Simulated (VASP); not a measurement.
# Sn2Ge (I4_1/amd) in VASP: single point with PBE

Aim: the single point of Sn2Ge with PBE.

Program: VASP 6.6.1. These are calculated values, not measurements. Logs are shortened: lines on timing, memory, paths and dates and some standing lists are left out, and cuts for length are marked.

**1. Starting point**

Symmetry: I4_1/amd, No. 141, tetragonal system. The conventional cell has a = 4.498 Å, b = 4.498 Å, c = 19.131 Å, α = 90.00°, β = 90.00°, γ = 90.00°. Sn (site symmetry 2mm) has 2 Ge at 2.71 Å and 2 Sn at 2.84 Å as nearest neighbours. Ge (site symmetry -4m2) is surrounded by 4 Sn at 2.71 Å.

The cell was built by a generator and needn't be a form met in nature.

**2. Single point, PBE**

INCAR

```
ALGO     = Fast           # electronic algorithm
EDIFF    = 1E-5           # SCF threshold, eV
ENCUT    = 520            # plane-wave cutoff, eV
GGA      = PE             # functional
ISIF     = 2              # what is computed and relaxed
ISMEAR   = 0              # smearing method
KPAR     = 2            
LASPH    = True           # aspherical terms in the spheres
LCHARG   = False          # write CHGCAR
LREAL    = Auto         
LWAVE    = False          # write WAVECAR
NBANDS   = 96             # bands
NELM     = 80             # most SCF steps
PREC     = Normal         # precision mode
SIGMA    = 0.15           # smearing width, eV
```

KPOINTS

```
k-points
0
Gamma
  5 5 5
```

POSCAR

```
Sn2Ge
1.0
   -2.2489700000      2.2489700000      9.5655800000
    2.2489700000     -2.2489700000      9.5655800000
    4.4979400000      4.4979400000    -19.1311600000
Sn Ge
8 4
Direct
    0.0794960000      0.5794960000      0.2500000000
    0.0794960000      0.5794960000      0.7500000000
    0.4205040000      0.9205040000      0.2500000000
    0.4205040000      0.9205040000      0.7500000000
    0.3294960000      0.3294960000      0.0000000000
    0.3294960000      0.3294960000      0.5000000000
    0.6705040000      0.6705040000      0.0000000000
    0.6705040000      0.6705040000      0.5000000000
    0.0000000000      0.0000000000      0.0000000000
    0.0000000000      0.0000000000      0.5000000000
    0.7500000000      0.2500000000      0.2500000000
    0.7500000000      0.2500000000      0.7500000000
```

Potentials or basis: VASP PAW PBE potentials, release 64 (Sn_d, Ge_d).

Started as:

```console
> cat potpaw_PBE.64/Sn_d/POTCAR potpaw_PBE.64/Ge_d/POTCAR > POTCAR
> mpirun -np 2 vasp_std > vasp.out
```

OUTCAR:

```text
EDIFF = 1E-5
   ENCUT = 520
   GGA = PE
   ISIF = 2
   ISMEAR = 0
   LASPH = True
   LREAL = Auto
   NELM = 80
   PREC = Normal

 ion  position               nearest neighbor table
   1  0.079  0.579  0.250-  10 2.71   9 2.71   7 2.84   8 2.84
   2  0.079  0.579  0.750-   9 2.71  10 2.71   8 2.84   7 2.84
   3  0.421  0.921  0.250-  10 2.71   9 2.71   6 2.84   5 2.84
   4  0.421  0.921  0.750-   9 2.71  10 2.71   5 2.84   6 2.84
   5  0.329  0.329  0.000-  11 2.71  12 2.71   4 2.84   3 2.84
   6  0.329  0.329  0.500-  12 2.71  11 2.71   3 2.84   4 2.84
   7  0.671  0.671  0.000-  11 2.71  12 2.71   1 2.84   2 2.84
   8  0.671  0.671  0.500-  12 2.71  11 2.71   2 2.84   1 2.84
   9  0.000  0.000  0.000-   1 2.71   2 2.71   3 2.71   4 2.71
  10  0.000  0.000  0.500-   2 2.71   1 2.71   4 2.71   3 2.71
  11  0.750  0.250  0.250-   6 2.71   5 2.71   8 2.71   7 2.71
  12  0.750  0.250  0.750-   5 2.71   6 2.71   7 2.71   8 2.71

  LATTYP: Found a base centered orthorhombic cell.
 ALAT       =     6.3610477507
 B/A-ratio  =     3.0075485596
 C/A-ratio  =     1.0000000000

  Lattice vectors:

 A1 = (   2.2489700000,  -2.2489700000,  -9.5655800000)
 A2 = (   2.2489700000,  -2.2489700000,   9.5655800000)
 A3 = (  -4.4979400000,  -4.4979400000,   0.0000000000)

Analysis of symmetry for initial positions (statically):
=====================================================================
 Subroutine PRICEL returns following result:

  LATTYP: Found a body centered tetragonal cell.
 ALAT       =     4.4979400000
 C/A-ratio  =     4.2533159624

  Lattice vectors:

 A1 = (  -2.2489700000,   2.2489700000,   9.5655800000)
 A2 = (   2.2489700000,  -2.2489700000,   9.5655800000)
 A3 = (   2.2489700000,   2.2489700000,  -9.5655800000)

   2 primitive cells build up your supercell.

 Routine SETGRP: Setting up the symmetry group for a
 base centered orthorhombic supercell.

 Subroutine GETGRP returns: Found  8 space group operations
 (whereof  4 operations were pure point group operations)
 out of a pool of  8 trial point group operations.

The static configuration has the point symmetry D_2 .
 The point group associated with its full space group is D_2h.

Analysis of symmetry for dynamics (positions and initial velocities):
=====================================================================
 Subroutine PRICEL returns following result:

  LATTYP: Found a body centered tetragonal cell.
 ALAT       =     4.4979400000
 C/A-ratio  =     4.2533159624

  Lattice vectors:

 A1 = (  -2.2489700000,   2.2489700000,   9.5655800000)
 A2 = (   2.2489700000,  -2.2489700000,   9.5655800000)
 A3 = (   2.2489700000,   2.2489700000,  -9.5655800000)

   2 primitive cells build up your supercell.

 Routine SETGRP: Setting up the symmetry group for a
 base centered orthorhombic supercell.

 Subroutine GETGRP returns: Found  8 space group operations
 (whereof  4 operations were pure point group operations)
 out of a pool of  8 trial point group operations.

The dynamic configuration has the point symmetry D_2 .
 The point group associated with its full space group is D_2h.

 Subroutine INISYM returns: Found  8 space group operations
 (whereof  4 operations are pure point group operations),
 and found     2 'primitive' translations

----------------------------------------------------------------------------------------

                                     Primitive cell

  volume of cell :     193.5257

  direct lattice vectors                    reciprocal lattice vectors
    -2.248970000  2.248970000  9.565580000     0.000000000  0.222323997  0.052270746
     2.248970000 -2.248970000  9.565580000     0.222323997  0.000000000  0.052270746
     2.248970000  2.248970000 -9.565580000     0.222323997  0.222323997  0.000000000

  length of vectors
    10.080478801 10.080478801 10.080478801     0.228386056  0.228386056  0.314413612

  position of ions in fractional coordinates (direct lattice)
     0.079496000  0.579496000  0.500000000
     0.420504000  0.920504000  0.500000000
     0.329496000  0.329496000  0.000000000
     0.670504000  0.670504000  0.000000000
     0.000000000  0.000000000  0.000000000
     0.750000000  0.250000000  0.500000000

  ion indices of the primitive-cell ions
   primitive index   ion index
                 1           1
                 2           3
                 3           5
                 4           7
                 5           9
                 6          11

----------------------------------------------------------------------------------------

 KPOINTS: k-points

Automatic generation of k-mesh.
 Grid dimensions read from file:
 generate k-points for:    5    5    5

 Generating k-lattice:

  Cartesian coordinates                     Fractional coordinates (reciprocal lattice)
     0.000000000  0.044464799  0.010454149     0.200000000  0.000000000 -0.000000000
     0.044464799  0.000000000  0.010454149     0.000000000  0.200000000 -0.000000000
     0.022232400  0.022232400  0.000000000     0.000000000  0.000000000  0.200000000

  Length of vectors
     0.045677211  0.045677211  0.031441361

  Shift w.r.t. Gamma in fractional coordinates (k-lattice)
     0.000000000  0.000000000  0.000000000

 Subroutine IBZKPT returns following result:
 ===========================================

 Found     27 irreducible k-points:

 Following reciprocal coordinates:
            Coordinates               Weight
  0.000000  0.000000  0.000000      1.000000
  0.200000  0.000000 -0.000000      8.000000
  0.400000  0.000000 -0.000000      8.000000
  0.200000  0.200000 -0.000000      4.000000
  0.400000  0.200000  0.000000      8.000000
 -0.400000  0.200000  0.000000      8.000000
[... 16 lines left out ...]
 -0.400000 -0.000000  0.400000      4.000000
  0.400000  0.200000  0.400000      4.000000
 [... further k-points ...]
   k-points           NKPTS =     27   k-points in BZ     NKDIM =     27   number of bands    NBANDS=     96
   number of dos      NEDOS =    301   number of ions     NIONS =     12
   total plane-waves  NPLWV = 351232
   dimension x,y,z NGX =    56 NGY =   56 NGZ =  112
   dimension x,y,z NGXF=   112 NGYF=  112 NGZF=  224
   ions per type =               8   4
   NGX,Y,Z   is equivalent  to a cutoff of   9.24,  9.24,  9.24 a.u.
   NGXF,Y,Z  is equivalent  to a cutoff of  18.47, 18.47, 18.47 a.u.
 SYSTEM =  unknown system
   PREC   = normal    normal or accurate (medium, high low for compatibility)
   ISTART =      0    job   : 0-new  1-cont  2-samecut
   ICHARG =      2    charge: 1-file 2-atom 10-const
   ISPIN  =      1    spin polarized calculation?
   LNONCOLLINEAR =      F non collinear calculations
   LSORBIT =      F    spin-orbit coupling
   LASPH  =      T    aspherical Exc in radial PAW
   ENCUT  =  520.0 eV  38.22 Ry    6.18 a.u.  18.74 18.74 37.49*2*pi/ulx,y,z
   NELM   =     80;   NELMIN=  2; NELMDL= -5     # of ELM steps
   EDIFF  = 0.1E-04   stopping-criterion for ELM
   LREAL  =      T    real-space projection
   EDIFFG = 0.1E-03   stopping-criterion for IOM
   NSW    =      0    number of steps for IOM
   IBRION =     -1    ionic relax: 0-MD 1-quasi-New 2-CG
   NFREE  =      0    steps in history (QN), initial steepest desc. (CG)
   ISIF   =      2    stress and relaxation
   ISYM   =      2    0-nonsym 1-usesym 2-fastsym
   POTIM  = 0.5000    time-step for ionic-motion
   TEBEG  =    0.0;   TEEND  =   0.0 temperature during run
   PSTRESS=    0.0 pullay stress
   NELECT =     168.0000    total number of electrons
   NUPDOWN=      -1.0000    fix difference up-down
   EMIN   =  10.00;   EMAX   =-10.00  energy-range for DOS
   EFERMI =   0.00;   METHOD = LEGACY
   ISMEAR =     0;   SIGMA  =   0.15  broadening in eV -4-tet -1-fermi 0-gaus
   EFERMI_NEDOS =   21; number of points for ismear=-14 and -15
   IALGO  =     68    algorithm
   IMIX   =      4    mixing-type and parameters
     AMIX     =   0.40;   BMIX     =  1.00
     AMIX_MAG =   1.60;   BMIX_MAG =  1.00
  volume/ion in A,a.u.               =      32.25       217.66
  Fermi-wavevector in a.u.,A,eV,Ry     =   1.239524  2.342361 20.904270  1.536421
  Thomas-Fermi vector in A             =   2.374004
   LORBIT       =      0    0 simple, 1 ext, 2 COOP (PROOUT), +10 PAW based schemes
   GGA     = PE    functional components
   LHFCALC =     F    Hartree Fock is set to
   AEXX    =    0.0000 exact exchange contribution
   IVDW    =     0    specifies the selected vdW correction
   LEPSILON=     F    determine dielectric tensor
   LRPA    =     F    only Hartree local field effects (RPA)
 non-spin polarized calculation
 RMM-DIIS sequential band-by-band and
 Gauss-broadening in eV      SIGMA  =   0.15
  energy-cutoff  :      520.00
  volume of cell :      387.05
 maximum number of plane-waves:     10455
   NGX = 37   NGY = 37   NGZ = 75

 number of electron     167.9999884 magnetization

 Free energy of the ion-electron system (eV)
  ---------------------------------------------------
  ext. energy  EPLUGINS =         0.00000000
  ---------------------------------------------------
  free energy    TOTEN  =       -48.39567543 eV

  energy without entropy =      -48.38086890  energy(sigma->0) =      -48.38827217

 E-fermi :   4.8179     XC(G=0):  -8.8847

 val. band max:        4.7693055264   @ k =  -0.2000  -0.2000   0.4000
 cond. band min:       4.9192724043   @ k =   0.0000   0.0000   0.0000
 fundamental gap:      0.1499668778
 Fermi energy:         4.8178927764

 k-point     1 :       0.0000    0.0000    0.0000
  band No.  band energies     occupation
      1     -19.7513      2.00000
      2     -19.7513      2.00000
      3     -19.7508      2.00000
      4     -19.7507      2.00000
      5     -19.7496      2.00000
      6     -19.7496      2.00000
[... 2365 lines left out ...]
     95       7.5477      0.00000
     96       7.7076      0.00000

 [... further k-points ...]

------------------------ aborting loop because EDIFF is reached ----------------------------------------

  FORCE on cell =-STRESS in cart. coord.  units (eV):
  Direction    XX          YY          ZZ          XY          YZ          ZX
  --------------------------------------------------------------------------------------
  -------------------------------------------------------------------------------------
  Total       -0.0253837     -0.0253837      0.2196101      0.0154405      0.0000000      0.0000000
  in kB       -0.1050745     -0.1050745      0.9090638      0.0639153      0.0000000      0.0000000
  external PRESSURE =       0.2329716 kB  Pullay stress =       0.0000000 kB

 VOLUME and BASIS-vectors are now :
 -----------------------------------------------------------------------------
  energy-cutoff  :      520.00
  volume of cell :      387.05
      direct lattice vectors                 reciprocal lattice vectors
    -2.248970000  2.248970000  9.565580000     0.000000000  0.222323997  0.052270746
     2.248970000 -2.248970000  9.565580000     0.222323997  0.000000000  0.052270746
     4.497940000  4.497940000-19.131160000     0.111161999  0.111161999  0.000000000

 POSITION                                       TOTAL-FORCE (eV/Angst)
 -----------------------------------------------------------------------------------
      2.24897      0.00000      1.52085        -0.000000      0.000000      0.006886
      4.49794      2.24897     -8.04473        -0.000000      0.000000      0.006886
      2.24897      0.00000      8.04473        -0.000000      0.000000     -0.006886
      4.49794      2.24897     -1.52085        -0.000000      0.000000     -0.006886
      0.00000      0.00000      6.30364         0.000000     -0.000000      0.006886
      2.24897      2.24897     -3.26194         0.000000     -0.000000      0.006886
      0.00000      0.00000     12.82752         0.000000     -0.000000     -0.006886
      2.24897      2.24897      3.26194         0.000000     -0.000000     -0.006886
      0.00000      0.00000      0.00000        -0.000000     -0.000000     -0.000000
      2.24897      2.24897     -9.56558        -0.000000     -0.000000     -0.000000
      0.00000      2.24897      4.78279        -0.000000     -0.000000      0.000000
      2.24897      4.49794     -4.78279        -0.000000     -0.000000     -0.000000
 -----------------------------------------------------------------------------------
    total drift:                                0.000000      0.000000      0.000000

  FREE ENERGIE OF THE ION-ELECTRON SYSTEM (eV)
  ---------------------------------------------------
  free  energy   TOTEN  =       -48.3956754346 eV

  energy  without entropy=      -48.3808689009  energy(sigma->0) =      -48.38827217
```

It took 21 min on 2 MPI ranks of Intel Xeon 6975P-C (Granite Rapids), shared host; peak memory 1.1 GiB.

What came out:

- Free energy: -48.3957 eV
- Pressure: 0.0 GPa
- Largest force: 0.007 eV/Å
- Band gap on the k mesh: none (metal or under the smearing width)

Forces on the atoms (eV/Å):
```
Sn   0.000  0.000  0.007
Sn   0.000  0.000  0.007
Sn   0.000  0.000 -0.007
Sn   0.000  0.000 -0.007
Sn   0.000  0.000  0.007
Sn   0.000  0.000  0.007
Sn   0.000  0.000 -0.007
Sn   0.000  0.000 -0.007
Ge   0.000  0.000  0.000
Ge   0.000  0.000  0.000
Ge   0.000  0.000  0.000
Ge   0.000  0.000  0.000
```

Levels at points of the mesh, in eV from the Fermi level:
```csv
k point,band 82,band 83,band 84,band 85,band 86,band 87
"(0.00, 0.00, 0.00)",-1.19,0.10,0.19,0.19,0.83,0.90
```
